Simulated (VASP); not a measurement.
# MgO, energy and pressure at two fixed cells: which settings are enough?

MgO, R3m (no. 160), 2 atoms in the cell. LDA; PAW potentials Mg, O (LDA set). VASP 6.6.1.

Wanted: energy difference within 1 meV/atom; pressure within 0.1 GPa; forces within 0.005 eV/Å; gap on the mesh within 0.01 eV.

Second cell: the given cell, volume scaled by 1.03.

The series start from ENCUT (eV): 520; k mesh: 7 x 7 x 7; PREC and ADDGRID: Accurate; LASPH: yes; EDIFF (eV): 1e-7; ALGO and mixing: Normal; LREAL: no; GGA_COMPAT: no. Each series keeps the choices made before it, and each single choice may use up half of a tolerance. Times cover all steps of a run.

## ENCUT (eV)

| ENCUT (eV) | Energy difference (meV/atom) | Pressure (GPa) | Forces, largest deviation (eV/Å) | Gap on the mesh (eV) | Time (s) |
|---|---|---|---|---|---|
| 300 | 15.1 | -44.78 | 0.0029 | 4.762 | 4.8 |
| 350 | 11.2 | -20.70 | 0.0021 | 4.790 | 5.1 |
| 400 | 11.8 | -10.51 | 0.0007 | 4.787 | 6.8 |
| 450 | 9.9 | -6.64 | 0.0007 | 4.783 | 7.1 |
| 520 | 10.1 | -5.53 | 0.0007 | 4.780 | 4.9 |
| 600 | 10.2 | -5.79 | 0.0007 | 4.782 | 7.9 |
| 700 | 10.3 | -5.83 | 0.0002 | 4.784 | 9.3 |
| 800 | 10.3 | -5.60 | 0.0000 | 4.785 | 14 |
| 900 | 10.3 | -5.48 | 0.0001 | 4.785 | 12 |
| 1000 | 10.3 | -5.48 | 0.0001 | 4.785 | 12 |
| 1200 (reference) | 10.3 | -5.50 | 0.0000 | 4.785 | 21 |

Chosen: 900, the loosest value from which every tighter one stays within half of the tolerance.

## k mesh

| k mesh | Energy difference (meV/atom) | Pressure (GPa) | Forces, largest deviation (eV/Å) | Gap on the mesh (eV) | Time (s) |
|---|---|---|---|---|---|
| 4 x 4 x 4 | 10.2 | -5.45 | 0.0008 | 4.775 | 8.8 |
| 5 x 5 x 5 | 10.3 | -5.48 | 0.0002 | 4.783 | 9.9 |
| 7 x 7 x 7 | 10.3 | -5.48 | 0.0000 | 4.785 | 12 |
| 9 x 9 x 9 | 10.3 | -5.48 | 0.0000 | 4.785 | 26 |
| 12 x 12 x 12 (reference) | 10.3 | -5.48 | 0.0000 | 4.785 | 39 |

Chosen: 5 x 5 x 5.

## PREC and ADDGRID

| PREC and ADDGRID | Energy difference (meV/atom) | Pressure (GPa) | Forces, largest deviation (eV/Å) | Gap on the mesh (eV) | Time (s) |
|---|---|---|---|---|---|
| Low | 10.2 | -5.47 | 0.0011 | 4.783 | 4.6 |
| Normal | 10.3 | -5.48 | 0.0000 | 4.783 | 6.3 |
| Accurate | 10.3 | -5.48 | 0.0000 | 4.783 | 9.9 |
| Accurate, ADDGRID (reference) | 10.3 | -5.48 | 0.0000 | 4.783 | 26 |

Chosen: Low.

## LASPH

| LASPH | Energy difference (meV/atom) | Pressure (GPa) | Forces, largest deviation (eV/Å) | Gap on the mesh (eV) | Time (s) |
|---|---|---|---|---|---|
| no | 10.2 | -5.47 | 0.0000 | 4.783 | 4.2 |
| yes (reference) | 10.2 | -5.47 | 0.0000 | 4.783 | 4.6 |

Chosen: no.

## EDIFF (eV)

| EDIFF (eV) | Energy difference (meV/atom) | Pressure (GPa) | Forces, largest deviation (eV/Å) | Gap on the mesh (eV) | Time (s) |
|---|---|---|---|---|---|
| 0.0001 | 10.2 | -5.43 | 0.0000 | 4.783 | 4.1 |
| 1e-5 | 10.2 | -5.43 | 0.0000 | 4.783 | 3.5 |
| 1e-6 | 10.2 | -5.43 | 0.0000 | 4.783 | 3.6 |
| 1e-7 | 10.2 | -5.47 | 0.0000 | 4.783 | 4.2 |
| 1e-8 (reference) | 10.2 | -5.47 | 0.0000 | 4.783 | 3.6 |

Chosen: 0.0001.

## ALGO and mixing

| ALGO and mixing | Energy difference (meV/atom) | Pressure (GPa) | Forces, largest deviation (eV/Å) | Gap on the mesh (eV) | Time (s) |
|---|---|---|---|---|---|
| Normal | 10.2 | -5.43 | 0.0000 | 4.783 | 4.1 |
| Fast | 10.2 | -6.36 | 0.0002 | 4.775 | 3.5 |
| All | 10.2 | -5.45 | 0.0000 | 4.783 | 3.4 |
| Damped, TIME 0.4 | 10.2 | -5.00 | 0.0004 | 4.771 | 5.0 |

Chosen: Normal; no other choice that stays within half of the tolerance saves 30 % of the time.

## LREAL

| LREAL | Energy difference (meV/atom) | Pressure (GPa) | Forces, largest deviation (eV/Å) | Gap on the mesh (eV) | Time (s) |
|---|---|---|---|---|---|
| no | 10.2 | -5.43 | 0.0000 | 4.783 | 4.1 |
| Auto | -2.2 | -5.41 | 0.0236 | 4.777 | 5.0 |

Chosen: no.

## GGA_COMPAT

| GGA_COMPAT | Energy difference (meV/atom) | Pressure (GPa) | Forces, largest deviation (eV/Å) | Gap on the mesh (eV) | Time (s) |
|---|---|---|---|---|---|
| no | 10.2 | -5.43 | 0.0000 | 4.783 | 4.1 |
| yes | 10.2 | -5.43 | 0.0000 | 4.783 | 3.9 |

Chosen: no.

## All choices together

| Input | Energy difference (meV/atom) | Pressure (GPa) | Forces, largest deviation (eV/Å) | Gap on the mesh (eV) | Time (s) |
|---|---|---|---|---|---|
| program defaults, coarse mesh (naive) | 8.9 | -10.66 | 0.0005 | 4.787 | 2.5 |
| chosen settings | 10.2 | -5.43 | 0.0010 | 4.783 | 4.1 |
| reference settings throughout | 10.3 | -5.49 | 0.0000 | 4.785 | 93 |

The tolerance is met.

Values of the reference run: Forces: 0.1552, 0.1552, 0.1552, -0.1552, -0.1552, -0.1552 eV/Å.

## The input

INCAR:
```
ALGO     = Normal         # electronic algorithm
EDIFF    = 1E-4           # SCF threshold, eV
ENCUT    = 900            # plane-wave cutoff, eV
GGA      = CA             # functional
GGA_COMPAT= False        
ISIF     = 2              # what is computed and relaxed
ISMEAR   = 0              # smearing method
KPAR     = 2            
LASPH    = False          # aspherical terms in the spheres
LCHARG   = False          # write CHGCAR
LREAL    = False          # projectors in reciprocal space
LWAVE    = False          # write WAVECAR
NBANDS   = 11             # bands
NELM     = 150            # most SCF steps
PREC     = Low            # precision mode
SIGMA    = 0.02           # smearing width, eV
```

KPOINTS:
```
Automatic mesh
0
Gamma
  5 5 5
  0 0 0
```

POSCAR.step1:
```
MgO
1.0
    0.0000000000      2.1177651331      2.1177651331
    2.1177651331      0.0000000000      2.1177651331
    2.1177651331      2.1177651331      0.0000000000
Mg O
1 1
Direct
    0.0000000000      0.0000000000      0.0000000000
    0.5000000000      0.5000000000      0.5000000000
```

POSCAR.step2:
```
MgO
1.0
    0.0000000000      2.0970013927      2.0970013927
    2.0970013927      0.0000000000      2.0970013927
    2.0970013927      2.0970013927      0.0000000000
Mg O
1 1
Direct
    0.0000000000      0.0000000000      0.0000000000
    0.5068830500      0.5068830500      0.5068830500
```

Commands (each step's output is kept before the next begins):
```
cat potpaw_LDA.64/Mg/POTCAR potpaw_LDA.64/O/POTCAR > POTCAR
cp POSCAR.step1 POSCAR
mpirun -np 2 vasp_std > vasp.out
rm WAVECAR CHG
cp POSCAR.step2 POSCAR
mpirun -np 2 vasp_std > vasp.out
```

Limits: One atom is displaced by 0.05 Å on purpose; pressure, forces and gap belong to that cell (POSCAR.step2), and the energy difference is that of POSCAR.step1 less this one, displacement or strain included.

The chosen input took VASP 6.6.1 4.1 s on 2 cores (Intel Xeon Platinum 8559C (Emerald Rapids)), a shared host.

## An input that fails: cutoff far too low

It runs to its end, but against the unchanged starting input it is off by 33.7 meV/atom in the energy difference, 292.04 GPa in the pressure, 0.0476 eV/Å in the forces, 1.789 eV in the gap on the mesh.

Changes against the starting input:
```
(all steps)
- ENCUT = 520
+ ENCUT = 150
```
